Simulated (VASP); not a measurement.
# Sr (Cmcm) in VASP: a series of runs

One crystal, Sr, is run at these levels: PBE; tasks: single point.

Program: VASP 6.6.1. These are calculated values, not measurements. Logs are shortened: lines on timing, memory, paths and dates and some standing lists are left out, and cuts for length are marked.

### 1 The cell of the first run

The structure is orthorhombic, space group Cmcm (No. 63). Conventional cell: a = 3.649 Å, b = 7.946 Å, c = 7.504 Å, α = 90.00°, β = 90.00°, γ = 90.00°. Sr (site symmetry m2m) has 2 Sr at 3.65 Å as nearest neighbours.

This isn't the form of Sr at room conditions, which is fcc.

### 2 Single point, PBE

INCAR

```
PREC     = Accurate       # precision mode
ENCUT    = 520            # plane-wave cutoff, eV
EDIFF    = 1E-6           # SCF threshold, eV
ISMEAR   = 0              # smearing method
SIGMA    = 0.15           # smearing width, eV
LREAL    = False          # projectors in reciprocal space
LASPH    = True           # aspherical terms in the spheres
NELM     = 100            # most SCF steps
ALGO     = Fast           # electronic algorithm
ISIF     = 2              # what is computed and relaxed
LWAVE    = False          # write WAVECAR
LCHARG   = True           # write CHGCAR
GGA      = PE             # functional
LELF     = True           # ELF
LVHAR    = True         
NBANDS   = 17             # bands
```

KPOINTS

```
Automatic mesh
0
Gamma
  12 12 6
```

POSCAR

```
Sr
1.0
    3.6489318783      0.0000000000      0.0000000000
   -1.8244659392      3.9731845392      0.0000000000
    0.0000000000      0.0000000000      7.5042481023
Sr
2
Direct
    0.3333333333      0.6666666667      0.2500000000
    0.6666666667      0.3333333333      0.7500000000
```

Potentials or basis: VASP PAW PBE potentials, release 64 (Sr_sv).

Launch:

```
$ cat potpaw_PBE.64/Sr_sv/POTCAR > POTCAR
$ mpirun -np 1 vasp_std > vasp.out
```

OUTCAR:

```text
PREC = Accurate
   ENCUT = 520
   EDIFF = 1E-6
   ISMEAR = 0
   LREAL = False
   LASPH = True
   NELM = 100
   ISIF = 2
   GGA = PE

 ion  position               nearest neighbor table
   1  0.333  0.667  0.250-   2 4.38   2 4.38   2 4.38   2 4.38   2 4.59   2 4.59
   2  0.667  0.333  0.750-   1 4.38   1 4.38   1 4.38   1 4.38   1 4.59   1 4.59

  LATTYP: Found a base centered orthorhombic cell.
 ALAT       =     3.6489318783
 B/A-ratio  =     2.1777246996
 C/A-ratio  =     2.0565602079

  Lattice vectors:

 A1 = (   1.8244659392,  -3.9731845392,   0.0000000000)
 A2 = (   1.8244659391,   3.9731845392,   0.0000000000)
 A3 = (   0.0000000000,   0.0000000000,   7.5042481023)

Analysis of symmetry for initial positions (statically):
=====================================================================
 Subroutine PRICEL returns:
 Original cell was already a primitive cell.

 Routine SETGRP: Setting up the symmetry group for a
 base centered orthorhombic supercell.

 Subroutine GETGRP returns: Found  8 space group operations
 (whereof  4 operations were pure point group operations)
 out of a pool of  8 trial point group operations.

The static configuration has the point symmetry C_2h.
 The point group associated with its full space group is D_2h.

Analysis of symmetry for dynamics (positions and initial velocities):
=====================================================================
 Subroutine PRICEL returns:
 Original cell was already a primitive cell.

 Routine SETGRP: Setting up the symmetry group for a
 base centered orthorhombic supercell.

 Subroutine GETGRP returns: Found  8 space group operations
 (whereof  4 operations were pure point group operations)
 out of a pool of  8 trial point group operations.

The dynamic configuration has the point symmetry C_2h.
 The point group associated with its full space group is D_2h.

 Subroutine INISYM returns: Found  8 space group operations
 (whereof  4 operations are pure point group operations),
 and found     1 'primitive' translations

----------------------------------------------------------------------------------------

                                     Primitive cell

  volume of cell :     108.7957

  direct lattice vectors                    reciprocal lattice vectors
     3.648931878  0.000000000  0.000000000     0.274052800  0.125843639  0.000000000
    -1.824465939  3.973184539  0.000000000     0.000000000  0.251687278  0.000000000
     0.000000000  0.000000000  7.504248102     0.000000000  0.000000000  0.133257854
[... 85 lines left out ...]
   LREAL  =      F    real-space projection
   EDIFFG = 0.1E-04   stopping-criterion for IOM
   NSW    =      0    number of steps for IOM
   IBRION =     -1    ionic relax: 0-MD 1-quasi-New 2-CG
   NFREE  =      0    steps in history (QN), initial steepest desc. (CG)
   ISIF   =      2    stress and relaxation
   ISYM   =      2    0-nonsym 1-usesym 2-fastsym
   POTIM  = 0.5000    time-step for ionic-motion
   TEBEG  =    0.0;   TEEND  =   0.0 temperature during run
   PSTRESS=    0.0 pullay stress
   NELECT =      20.0000    total number of electrons
   NUPDOWN=      -1.0000    fix difference up-down
   EMIN   =  10.00;   EMAX   =-10.00  energy-range for DOS
   EFERMI =   0.00;   METHOD = LEGACY
   ISMEAR =     0;   SIGMA  =   0.15  broadening in eV -4-tet -1-fermi 0-gaus
   EFERMI_NEDOS =   21; number of points for ismear=-14 and -15
   IALGO  =     68    algorithm
   IMIX   =      4    mixing-type and parameters
     AMIX     =   0.40;   BMIX     =  1.00
     AMIX_MAG =   1.60;   BMIX_MAG =  1.00
  volume/ion in A,a.u.               =      54.40       367.09
  Fermi-wavevector in a.u.,A,eV,Ry     =   0.930853  1.759056 11.789267  0.866487
  Thomas-Fermi vector in A             =   2.057285
   LORBIT       =      0    0 simple, 1 ext, 2 COOP (PROOUT), +10 PAW based schemes
   GGA     = PE    functional components
   LHFCALC =     F    Hartree Fock is set to
   AEXX    =    0.0000 exact exchange contribution
   IVDW    =     0    specifies the selected vdW correction
   LEPSILON=     F    determine dielectric tensor
   LRPA    =     F    only Hartree local field effects (RPA)
 non-spin polarized calculation
 RMM-DIIS sequential band-by-band and
 Gauss-broadening in eV      SIGMA  =   0.15
  energy-cutoff  :      520.00
  volume of cell :      108.80
 maximum number of plane-waves:      2962
   NGX = 13   NGY = 17   NGZ = 27

 number of electron      20.0000000 magnetization

 Free energy of the ion-electron system (eV)
  ---------------------------------------------------
  ext. energy  EPLUGINS =         0.00000000
  ---------------------------------------------------
  free energy    TOTEN  =        -2.96380096 eV

  energy without entropy =       -2.92823301  energy(sigma->0) =       -2.94601698

 E-fermi :   1.5313     XC(G=0):  -7.3735

 val. band max:        1.5255577466   @ k =   0.3333   0.3333   0.3333
 cond. band min:       1.5332001739   @ k =   0.5000   0.1667   0.1667
 fundamental gap:      0.0076424273
 Fermi energy:         1.5312822694

 k-point     1 :       0.0000    0.0000    0.0000
  band No.  band energies     occupation
      1     -35.0652      2.00000
      2     -35.0571      2.00000
      3     -17.0974      2.00000
      4     -16.9704      2.00000
      5     -16.9562      2.00000
      6     -16.9537      2.00000
[... 457 lines left out ...]
      4     -17.2955      2.00000
      5     -16.9967      2.00000
      6     -16.9828      2.00000
[... 9 lines left out ...]
     16       5.1389      0.00000
     17       5.6358      0.00000

 [... further k-points ...]

------------------------ aborting loop because EDIFF is reached ----------------------------------------

  FORCE on cell =-STRESS in cart. coord.  units (eV):
  Direction    XX          YY          ZZ          XY          YZ          ZX
  --------------------------------------------------------------------------------------
  -------------------------------------------------------------------------------------
  Total        3.5698402     -1.0608290     -1.3295679      0.0000000      0.0000000      0.0000000
  in kB       52.5711754    -15.6222755    -19.5798525      0.0000000      0.0000000      0.0000000
  external PRESSURE =       5.7896825 kB  Pullay stress =       0.0000000 kB

 VOLUME and BASIS-vectors are now :
 -----------------------------------------------------------------------------
  energy-cutoff  :      520.00
  volume of cell :      108.80
      direct lattice vectors                 reciprocal lattice vectors
     3.648931878  0.000000000  0.000000000     0.274052800  0.125843639  0.000000000
    -1.824465939  3.973184539  0.000000000     0.000000000  0.251687278  0.000000000
     0.000000000  0.000000000  7.504248102     0.000000000  0.000000000  0.133257854

 POSITION                                       TOTAL-FORCE (eV/Angst)
 -----------------------------------------------------------------------------------
     -0.00000      2.64879      1.87606        -0.000000      0.131946      0.000000
      1.82447      1.32439      5.62819         0.000000     -0.131946      0.000000
 -----------------------------------------------------------------------------------
    total drift:                                0.000000     -0.000000      0.000000

  FREE ENERGIE OF THE ION-ELECTRON SYSTEM (eV)
  ---------------------------------------------------
  free  energy   TOTEN  =        -2.9638009574 eV

  energy  without entropy=       -2.9282330111  energy(sigma->0) =       -2.94601698
```

stdout:

```text
POSCAR found type information on POSCAR Sr
 POSCAR found :  1 types and       2 ions
 scaLAPACK will be used
 LDA part: xc-table for (Slater+PW92), standard interpolation
 POSCAR, INCAR and KPOINTS ok, starting setup
 FFT: planning ... GRIDC
 FFT: planning ... GRID_SOFT
 FFT: planning ... GRID
 WAVECAR not read
 entering main loop
WARNING in EDDRMM: call to ZHEGV failed, returncode =   8  4     14
WARNING in EDDRMM: call to ZHEGV failed, returncode =   6  3     14
WARNING in EDDRMM: call to ZHEGV failed, returncode =   8  4      9
WARNING in EDDRMM: call to ZHEGV failed, returncode =   8  4     14
WARNING in EDDRMM: call to ZHEGV failed, returncode =   8  4     15
WARNING in EDDRMM: call to ZHEGV failed, returncode =   8  4     13
WARNING in EDDRMM: call to ZHEGV failed, returncode =   6  3      9
WARNING in EDDRMM: call to ZHEGV failed, returncode =   6  3     14
```

It took 5.4 min on 1 thread of Intel Xeon Platinum 8488C (Sapphire Rapids), shared host; peak memory 0.42 GiB.

What came out:

```
Free energy            : -2.9638 eV
Pressure               : 0.6 GPa
Largest force          : 0.132 eV/Å
Band gap on the k mesh : none (metal or under the smearing width)
```

Forces in eV/Å, atoms in the order of the input:
```
Sr   0.000  0.132  0.000
Sr   0.000 -0.132  0.000
```

Stress tensor (GPa, compression positive):
```
 5.26  0.00  0.00
 0.00 -1.56  0.00
 0.00  0.00 -1.96
```

### 3 Single point, PBE

INCAR

```
ALGO     = Fast           # electronic algorithm
EDIFF    = 1E-7           # SCF threshold, eV
ENCUT    = 520            # plane-wave cutoff, eV
GGA      = PE             # functional
ISIF     = 2              # what is computed and relaxed
ISMEAR   = 0              # smearing method
LASPH    = True           # aspherical terms in the spheres
LCHARG   = False          # write CHGCAR
LREAL    = False          # projectors in reciprocal space
LWAVE    = False          # write WAVECAR
NBANDS   = 17             # bands
NELM     = 100            # most SCF steps
PREC     = Accurate       # precision mode
SIGMA    = 0.15           # smearing width, eV
```

KPOINTS

```
k-points
0
Gamma
  12 12 6
```

POSCAR

```
Sr
1.0
    4.3531117145      0.0000000000      0.0000000000
   -2.1765558572      3.3633469123      0.0000000000
    0.0000000000      0.0000000000      7.5042481023
Sr
2
Direct
    0.3333333333      0.6666666667      0.2500000000
    0.6666666667      0.3333333333      0.7500000000
```

Potentials or basis: VASP PAW PBE potentials, release 64 (Sr_sv).

Launch:

```
$ cat potpaw_PBE.64/Sr_sv/POTCAR > POTCAR
$ mpirun -np 1 vasp_std > vasp.out
```

Run time: 4.8 min. Hardware: 1 thread of Intel Xeon Platinum 8488C (Sapphire Rapids), shared host; peak memory 0.41 GiB.

Results (log left out):

- Free energy: -3.1805 eV
- Pressure: 0.2 GPa
- Largest force: 0.069 eV/Å
- Band gap on the k mesh: none (metal or under the smearing width)

Forces on the atoms (eV/Å):
```
Sr   0.000 -0.069  0.000
Sr   0.000  0.069  0.000
```

Stress tensor (GPa, compression positive):
```
 0.18  0.00  0.00
 0.00  2.10  0.00
 0.00  0.00 -1.70
```

Levels at points of the mesh, in eV from the Fermi level:
| k point | band 6 | band 7 | band 8 | band 9 | band 10 | band 11 | band 12 | band 13 | band 14 | band 15 |
| --- | --- | --- | --- | --- | --- | --- | --- | --- | --- | --- |
| (0.00, 0.00, 0.00) | -18.48 | -18.47 | -18.47 | -3.60 | -1.43 | -0.25 | 1.78 | 1.90 | 2.19 | 3.10 |
| (0.50, 0.00, 0.00) | -18.51 | -18.51 | -18.49 | -1.01 | -0.49 | 0.02 | 0.36 | 1.07 | 1.52 | 2.93 |
| (0.00, 0.50, 0.00) | -18.55 | -18.54 | -18.51 | -0.70 | -0.25 | 0.15 | 0.51 | 1.35 | 1.90 | 2.13 |
| (0.00, 0.00, 0.50) | -18.48 | -18.47 | -18.47 | -2.80 | -2.80 | 0.93 | 0.93 | 1.97 | 1.97 | 3.10 |
| (0.50, 0.00, 0.50) | -18.53 | -18.50 | -18.50 | -0.79 | -0.79 | 0.26 | 0.26 | 1.19 | 1.19 | 3.58 |
| (0.00, 0.50, 0.50) | -18.56 | -18.52 | -18.52 | -0.57 | -0.57 | 0.55 | 0.55 | 1.41 | 1.41 | 2.85 |

### 4 Single point, PBE

This run uses another cell than the first one, of the same volume but with other edges.

INCAR

```
SYSTEM = Sr
  ALGO = Fast
  EDIFF = 1E-7
  ENCUT = 520
  GGA = PE
  ISIF = 2
  ISMEAR = 0
  LASPH = .TRUE.
  LCHARG = .FALSE.
  LREAL = .FALSE.
  LWAVE = .FALSE.
  NBANDS = 17
  NELM = 100
  PREC = Accurate
  SIGMA = 0.15
```

KPOINTS

```
k-points
0
G
  12 12 6
  0 0 0
```

POSCAR

```
Sr
1.0
    4.8865812873      0.0000000000      0.0000000000
   -2.4432906437      3.4187866965      0.0000000000
    0.0000000000      0.0000000000      6.5223838647
Sr
2
Direct
    0.3333333333      0.6666666667      0.2500000000
    0.6666666667      0.3333333333      0.7500000000
```

Launch:

```
$ cat potpaw_PBE.64/Sr_sv/POTCAR > POTCAR
$ mpirun -np 1 vasp_std > vasp.out
```

Run time: 5.5 min. Hardware: 1 thread of Intel Xeon Platinum 8488C (Sapphire Rapids), shared host; peak memory 0.42 GiB.

Results (log left out):

```yaml
Free_energy: -3.1438 eV
Pressure: 0.3 GPa
Largest_force: 0.284 eV/Å
Band_gap_on_the_k_mesh: none (metal or under the smearing width)
```

Forces in eV/Å, atoms in the order of the input:
```
Sr   0.000 -0.284  0.000
Sr   0.000  0.284  0.000
```

Stress tensor (GPa, compression positive):
```
-1.24  0.00  0.00
 0.00  0.76  0.00
 0.00  0.00  1.53
```

Levels at points of the mesh, in eV from the Fermi level:
| k point | band 6 | band 7 | band 8 | band 9 | band 10 | band 11 | band 12 | band 13 | band 14 | band 15 |
| --- | --- | --- | --- | --- | --- | --- | --- | --- | --- | --- |
| (0.00, 0.00, 0.00) | -18.50 | -18.50 | -18.49 | -3.64 | -0.87 | 0.50 | 1.31 | 1.96 | 2.72 | 2.75 |
| (0.50, 0.00, 0.00) | -18.54 | -18.54 | -18.50 | -1.41 | -0.79 | 0.15 | 0.26 | 1.29 | 2.01 | 2.48 |
| (0.00, 0.50, 0.00) | -18.60 | -18.59 | -18.54 | -0.81 | -0.24 | 0.14 | 0.25 | 1.16 | 1.91 | 2.70 |
| (0.00, 0.00, 0.50) | -18.52 | -18.51 | -18.51 | -2.55 | -2.55 | 1.37 | 1.37 | 1.54 | 1.54 | 2.92 |
| (0.50, 0.00, 0.50) | -18.54 | -18.52 | -18.52 | -0.95 | -0.95 | 0.09 | 0.09 | 1.49 | 1.49 | 3.13 |
| (0.00, 0.50, 0.50) | -18.58 | -18.54 | -18.54 | -0.53 | -0.53 | 0.61 | 0.61 | 1.56 | 1.56 | 1.93 |

### 5 The runs side by side

| cell | further INCAR settings | gap on the mesh (eV) | pressure (GPa) | largest force (eV/Å) |
| --- | --- | --- | --- | --- |
| strain +e along x and -e along y -0.1100, strain +e along z and -e/2 along x and y +0.0700 | ALGO = Fast; EDIFF = 1e-06; NBANDS = 17 | none | 0.6 | 0.13 |
| strain +e along x and -e along y +0.0550, strain +e along z and -e/2 along x and y +0.0700 | ALGO = Fast; EDIFF = 1e-07; NBANDS = 17 | none | 0.2 | 0.07 |
| strain +e along x and -e along y +0.1100, strain +e along z and -e/2 along x and y -0.0700 | ALGO = Fast; EDIFF = 1e-07; NBANDS = 17 | none | 0.3 | 0.28 |

Alike in all rows: task single point; level PBE; potentials or basis VASP PAW PBE potentials, release 64 (Sr_sv); no spin polarisation; k mesh 12 × 12 × 6; cutoff (eV) 520; smearing gaussian 0.15 eV.

Total energies depend on the potentials used, so only differences within one code and one set of settings carry meaning.
